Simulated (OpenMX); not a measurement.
Crystal: O.

```
CELL_PARAMETERS angstrom
0.00000 1.88989 3.89884
1.50177 0.00000 3.89884
1.50177 1.88989 0.00000
ATOMIC_POSITIONS crystal
O 0.57890 0.57890 0.42110
O 0.42110 0.42110 0.57890
```

- Program: OpenMX 3.8.5
- Task: single point
- Functional: PBE
- Potentials or basis: OpenMX 2013 PBE set, O6.0-s2p2d1, grid cutoff 400 Ry
- k mesh: 13 × 13 × 13
- Occupations: fermi-dirac, width 0.05 eV
- Spin: no spin polarisation

On this cell: pressure 5.5 GPa; largest force 3.262 eV/Å; band gap on the k mesh none (metal or under the smearing width).

The same run follows on a disturbed copy (atoms moved at random, drawn with an rms of 0.05 Å):

```xyz
2
Lattice="0.0000 1.8899 3.8988 1.5018 0.0000 3.8988 1.5018 1.8899 0.0000" Properties=species:S:1:pos:R:3 pbc="T T T"
O     1.4608    1.8548    4.5595
O     1.4804    1.9159    3.2542
```

Q: What changes?

A: The energy (extrapolated to zero smearing) moves by -16.7 meV/atom; pressure -6.9 GPa; largest force 1.821 eV/Å; band gap on the k mesh none (metal or under the smearing width).

Forces in eV/Å, atoms in the order of the input:
```
O    0.078  0.413 -1.772
O   -0.077 -0.411  1.701
```

Caveats: spin is off for a triplet molecule; the basis of atomic orbitals isn't converged, which shifts pressures, moduli and gaps; forces of over 1 eV/Å show positions far from the minimum, so gaps and moduli don't describe the material at rest (some runs).
